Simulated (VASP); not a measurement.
# CdSe (F-43m) in VASP: further runs

The runs below take CdSe through single point, relaxation of cell and atoms, with r2SCAN.

All numbers are computed with VASP 6.6.1; they aren't measurements. Logs are shortened: lines on timing, memory, paths and dates and some standing lists are left out, and cuts for length are marked.

## (1) The structure

Symmetry: F-43m, No. 216, cubic system. Conventional cell: a = 6.133 Å, b = 6.133 Å, c = 6.133 Å, α = 90.00°, β = 90.00°, γ = 90.00°. Around Cd (site symmetry -43m) lie 4 Se at 2.66 Å. Se (site symmetry -43m) is surrounded by 4 Cd at 2.66 Å.

Measurements of this composition are mostly on another form, of space group No. 186.

## (2) Single point, r2SCAN

Contents of POSCAR:

```
CdSe
1.0
    0.0000000000      3.0665473668      3.0665473668
    3.0665473668      0.0000000000      3.0665473668
    3.0665473668      3.0665473668      0.0000000000
Cd Se
1 1
Direct
    0.0000000000      0.0000000000      0.0000000000
    0.2500000000      0.2500000000      0.2500000000
```

Contents of INCAR.step1:

```
  PREC = Accurate
  ENCUT = 520
  ISMEAR = 0
  SIGMA = 0.02
  LREAL = F
  LASPH = T
  NELM = 100
  NBANDS = 16
  GGA = PE
  ALGO = Normal
  EDIFF = 1E-4
  LWAVE = T
  LCHARG = F
```

Contents of INCAR.step2:

```
  PREC = Accurate
  ENCUT = 520
  EDIFF = 1E-6
  ISMEAR = 0
  SIGMA = 0.02
  LREAL = F
  LASPH = T
  NELM = 100
  ALGO = Normal
  ISIF = 2
  LWAVE = F
  LCHARG = F
  METAGGA = R2SCAN
  LMIXTAU = T
  NBANDS = 16
  ISTART = 1
```

Contents of KPOINTS:

```
regular mesh
0
Gamma
  8 8 8
```

Potentials or basis: VASP PAW PBE potentials, release 64 (Cd, Se).

Started as:

```bash
$ cat potpaw_PBE.64/Cd/POTCAR potpaw_PBE.64/Se/POTCAR > POTCAR
$ cp INCAR.step1 INCAR
$ mpirun -np 1 vasp_std > vasp.out
$ cp INCAR.step2 INCAR
$ mpirun -np 1 vasp_std > vasp.out
```

OUTCAR:

```text
PREC = Accurate
   ENCUT = 520
   EDIFF = 1E-6
   ISMEAR = 0
   LREAL = F
   LASPH = T
   NELM = 100
   ISIF = 2
   METAGGA = R2SCAN
   ISTART = 1

 ion  position               nearest neighbor table
   1  0.000  0.000  0.000-   2 2.66   2 2.66   2 2.66   2 2.66
   2  0.250  0.250  0.250-   1 2.66   1 2.66   1 2.66   1 2.66

  LATTYP: Found a face centered cubic cell.
 ALAT       =     6.1330947336

  Lattice vectors:

 A1 = (   0.0000000000,   3.0665473668,   3.0665473668)
 A2 = (   3.0665473668,   0.0000000000,   3.0665473668)
 A3 = (   3.0665473668,   3.0665473668,   0.0000000000)

Analysis of symmetry for initial positions (statically):
=====================================================================
 Subroutine PRICEL returns:
 Original cell was already a primitive cell.

 Routine SETGRP: Setting up the symmetry group for a
 face centered cubic supercell.

 Subroutine GETGRP returns: Found 24 space group operations
 (whereof 24 operations were pure point group operations)
 out of a pool of 48 trial point group operations.

The static configuration has the point symmetry T_d .

Analysis of symmetry for dynamics (positions and initial velocities):
=====================================================================
 Subroutine PRICEL returns:
 Original cell was already a primitive cell.

 Routine SETGRP: Setting up the symmetry group for a
 face centered cubic supercell.

 Subroutine GETGRP returns: Found 24 space group operations
 (whereof 24 operations were pure point group operations)
 out of a pool of 48 trial point group operations.

The dynamic configuration has the point symmetry T_d .

 Subroutine INISYM returns: Found 24 space group operations
 (whereof 24 operations are pure point group operations),
 and found     1 'primitive' translations

----------------------------------------------------------------------------------------

                                     Primitive cell

  volume of cell :      57.6739

  direct lattice vectors                    reciprocal lattice vectors
     0.000000000  3.066547367  3.066547367    -0.163049821  0.163049821  0.163049821
     3.066547367  0.000000000  3.066547367     0.163049821 -0.163049821  0.163049821
     3.066547367  3.066547367  0.000000000     0.163049821  0.163049821 -0.163049821

  length of vectors
     4.336752876  4.336752876  4.336752876     0.282410575  0.282410575  0.282410575

  position of ions in fractional coordinates (direct lattice)
     0.000000000  0.000000000  0.000000000
     0.250000000  0.250000000  0.250000000

  ion indices of the primitive-cell ions
   primitive index   ion index
                 1           1
                 2           2

----------------------------------------------------------------------------------------

 KPOINTS: regular mesh

Automatic generation of k-mesh.
 Grid dimensions read from file:
 generate k-points for:    8    8    8

 Generating k-lattice:

  Cartesian coordinates                     Fractional coordinates (reciprocal lattice)
    -0.020381228  0.020381228  0.020381228     0.125000000  0.000000000  0.000000000
     0.020381228 -0.020381228  0.020381228     0.000000000  0.125000000  0.000000000
     0.020381228  0.020381228 -0.020381228     0.000000000  0.000000000  0.125000000

  Length of vectors
     0.035301322  0.035301322  0.035301322

  Shift w.r.t. Gamma in fractional coordinates (k-lattice)
     0.000000000  0.000000000  0.000000000

 Subroutine IBZKPT returns following result:
 ===========================================

 Found     29 irreducible k-points:

 Following reciprocal coordinates:
            Coordinates               Weight
  0.000000  0.000000  0.000000      1.000000
  0.125000  0.000000  0.000000      8.000000
  0.250000  0.000000  0.000000      8.000000
  0.375000  0.000000  0.000000      8.000000
  0.500000  0.000000  0.000000      4.000000
  0.125000  0.125000  0.000000      6.000000
[... 16 lines left out ...]
  0.500000  0.250000  0.125000     48.000000
 -0.375000  0.250000  0.125000     24.000000
 [... further k-points ...]
   k-points           NKPTS =     29   k-points in BZ     NKDIM =     29   number of bands    NBANDS=     16
   number of dos      NEDOS =    301   number of ions     NIONS =      2
   total plane-waves  NPLWV =  32768
   dimension x,y,z NGX =    32 NGY =   32 NGZ =   32
   dimension x,y,z NGXF=    64 NGYF=   64 NGZF=   64
   ions per type =               1   1
   NGX,Y,Z   is equivalent  to a cutoff of  12.27, 12.27, 12.27 a.u.
   NGXF,Y,Z  is equivalent  to a cutoff of  24.53, 24.53, 24.53 a.u.
 SYSTEM =  unknown system
   PREC   = accura    normal or accurate (medium, high low for compatibility)
   ISTART =      1    job   : 0-new  1-cont  2-samecut
   ICHARG =      0    charge: 1-file 2-atom 10-const
   ISPIN  =      1    spin polarized calculation?
   LNONCOLLINEAR =      F non collinear calculations
   LSORBIT =      F    spin-orbit coupling
   LASPH  =      T    aspherical Exc in radial PAW
   ENCUT  =  520.0 eV  38.22 Ry    6.18 a.u.   8.06  8.06  8.06*2*pi/ulx,y,z
   NELM   =    100;   NELMIN=  2; NELMDL=  0     # of ELM steps
   EDIFF  = 0.1E-05   stopping-criterion for ELM
   LREAL  =      F    real-space projection
   EDIFFG = 0.1E-04   stopping-criterion for IOM
   NSW    =      0    number of steps for IOM
   IBRION =     -1    ionic relax: 0-MD 1-quasi-New 2-CG
   NFREE  =      0    steps in history (QN), initial steepest desc. (CG)
   ISIF   =      2    stress and relaxation
   ISYM   =      2    0-nonsym 1-usesym 2-fastsym
   POTIM  = 0.5000    time-step for ionic-motion
   TEBEG  =    0.0;   TEEND  =   0.0 temperature during run
   PSTRESS=    0.0 pullay stress
   NELECT =      18.0000    total number of electrons
   NUPDOWN=      -1.0000    fix difference up-down
   EMIN   =  10.00;   EMAX   =-10.00  energy-range for DOS
   EFERMI =   0.00;   METHOD = LEGACY
   ISMEAR =     0;   SIGMA  =   0.02  broadening in eV -4-tet -1-fermi 0-gaus
   EFERMI_NEDOS =   21; number of points for ismear=-14 and -15
   IALGO  =     38    algorithm
   IMIX   =      4    mixing-type and parameters
     AMIX     =   0.40;   BMIX     =  1.00
     AMIX_MAG =   1.60;   BMIX_MAG =  1.00
  volume/ion in A,a.u.               =      28.84       194.60
  Fermi-wavevector in a.u.,A,eV,Ry     =   1.110468  2.098480 16.777873  1.233139
  Thomas-Fermi vector in A             =   2.247020
   LORBIT       =      0    0 simple, 1 ext, 2 COOP (PROOUT), +10 PAW based schemes
   METAGGA = R2SCAN    functional components
   LHFCALC =     F    Hartree Fock is set to
   AEXX    =    0.0000 exact exchange contribution
   IVDW    =     0    specifies the selected vdW correction
   LEPSILON=     F    determine dielectric tensor
   LRPA    =     F    only Hartree local field effects (RPA)
 non-spin polarized calculation
 Gauss-broadening in eV      SIGMA  =   0.02
  energy-cutoff  :      520.00
  volume of cell :       57.67
 maximum number of plane-waves:      1588
   NGX = 17   NGY = 17   NGZ = 17

 number of electron      18.0000008 magnetization

 Free energy of the ion-electron system (eV)
  ---------------------------------------------------
  ext. energy  EPLUGINS =         0.00000000
  ---------------------------------------------------
  free energy    TOTEN  =       -35.91571520 eV

  energy without entropy =      -35.91571520  energy(sigma->0) =      -35.91571520

 E-fermi :   0.5569     XC(G=0):  -9.3088

 val. band max:        0.4474734242   @ k =   0.0000   0.0000   0.0000
 cond. band min:       1.4775440419   @ k =   0.0000   0.0000   0.0000
 fundamental gap:      1.0300706177
 Fermi energy:         0.5568512509

 k-point     1 :       0.0000    0.0000    0.0000
  band No.  band energies     occupation
      1     -12.4306      2.00000
      2      -7.6387      2.00000
      3      -7.6387      2.00000
      4      -7.6387      2.00000
      5      -7.2647      2.00000
      6      -7.2647      2.00000
[... 8 lines left out ...]
     15      12.0420      0.00000
     16      12.0420      0.00000

 k-point     2 :       0.1250    0.0000    0.0000
  band No.  band energies     occupation
      1     -12.3789      2.00000
      2      -7.6218      2.00000
      3      -7.6218      2.00000
      4      -7.5882      2.00000
      5      -7.2654      2.00000
      6      -7.2654      2.00000
[... 8 lines left out ...]
     15      11.2517      0.00000
     16      11.4045      0.00000

 k-point     3 :       0.2500    0.0000    0.0000
  band No.  band energies     occupation
      1     -12.2528      2.00000
      2      -7.5846      2.00000
      3      -7.5846      2.00000
      4      -7.4214      2.00000
      5      -7.2623      2.00000
      6      -7.2623      2.00000
[... 8 lines left out ...]
     15      11.0117      0.00000
     16      11.0117      0.00000

 k-point     4 :       0.3750    0.0000    0.0000
  band No.  band energies     occupation
      1     -12.1252      2.00000
      2      -7.5544      2.00000
      3      -7.5544      2.00000
      4      -7.2505      2.00000
      5      -7.2505      2.00000
      6      -7.1498      2.00000
[... 8 lines left out ...]
     15      11.9431      0.00000
     16      11.9431      0.00000
[... 324 lines left out ...]
 k-point    22 :       0.3750    0.2500    0.1250
  band No.  band energies     occupation
      1     -12.1594      2.00000
      2      -7.5433      2.00000
      3      -7.5237      2.00000
      4      -7.3682      2.00000
      5      -7.2549      2.00000
      6      -7.2193      2.00000
[... 8 lines left out ...]
     15      12.5241      0.00000
     16      13.6611      0.00000

 k-point    23 :       0.5000    0.2500    0.1250
  band No.  band energies     occupation
      1     -12.0582      2.00000
      2      -7.5133      2.00000
      3      -7.4972      2.00000
      4      -7.3066      2.00000
      5      -7.2433      2.00000
      6      -7.0315      2.00000
[... 8 lines left out ...]
     15      12.9091      0.00000
     16      13.5564      0.00000

 k-point    24 :      -0.3750    0.2500    0.1250
  band No.  band energies     occupation
      1     -12.0165      2.00000
      2      -7.5067      2.00000
      3      -7.4856      2.00000
      4      -7.2824      2.00000
      5      -7.2488      2.00000
      6      -6.8955      2.00000
[... 8 lines left out ...]
     15      12.6336      0.00000
     16      13.6372      0.00000

 [... further k-points ...]

------------------------ aborting loop because EDIFF is reached ----------------------------------------

  FORCE on cell =-STRESS in cart. coord.  units (eV):
  Direction    XX          YY          ZZ          XY          YZ          ZX
  --------------------------------------------------------------------------------------
  -------------------------------------------------------------------------------------
  Total        0.0901894      0.0901894      0.0901894     -0.0000000     -0.0000000     -0.0000000
  in kB        2.5054576      2.5054576      2.5054576     -0.0000000     -0.0000000     -0.0000000
  external PRESSURE =       2.5054576 kB  Pullay stress =       0.0000000 kB

 VOLUME and BASIS-vectors are now :
 -----------------------------------------------------------------------------
  energy-cutoff  :      520.00
  volume of cell :       57.67
      direct lattice vectors                 reciprocal lattice vectors
     0.000000000  3.066547367  3.066547367    -0.163049821  0.163049821  0.163049821
     3.066547367  0.000000000  3.066547367     0.163049821 -0.163049821  0.163049821
     3.066547367  3.066547367  0.000000000     0.163049821  0.163049821 -0.163049821

 POSITION                                       TOTAL-FORCE (eV/Angst)
 -----------------------------------------------------------------------------------
      0.00000      0.00000      0.00000        -0.000000     -0.000000     -0.000000
      1.53327      1.53327      1.53327         0.000000      0.000000      0.000000
 -----------------------------------------------------------------------------------
    total drift:                               -0.000003     -0.000003     -0.000003

  FREE ENERGIE OF THE ION-ELECTRON SYSTEM (eV)
  ---------------------------------------------------
  free  energy   TOTEN  =       -35.9157152009 eV

  energy  without entropy=      -35.9157152009  energy(sigma->0) =      -35.91571520
```

Run time: 61 s. Hardware: 1 thread of Intel Xeon Platinum 8488C (Sapphire Rapids), shared host; peak memory 0.19 GiB.

What came out:

- Free energy: -35.9157 eV
- Pressure: 0.3 GPa
- Band gap on the k mesh: 1.03 eV, direct

Levels at points of the mesh, in eV from the valence-band top:
```tsv
k point	band 6	band 7	band 8	band 9	band 10	band 11	band 12	band 13
(0.00, 0.00, 0.00)	-7.71	0.00	0.00	0.00	1.03	6.47	6.47	6.47
(0.50, 0.00, 0.00)	-7.43	-4.28	-0.72	-0.72	2.83	6.92	6.92	7.75
(0.50, 0.50, 0.00)	-7.36	-3.97	-1.80	-1.80	3.50	4.13	9.57	10.81
```

Caveat: the PAW data sets were made with another functional, which shifts forces and pressure a little.

(Continued in part 2 of 2.)
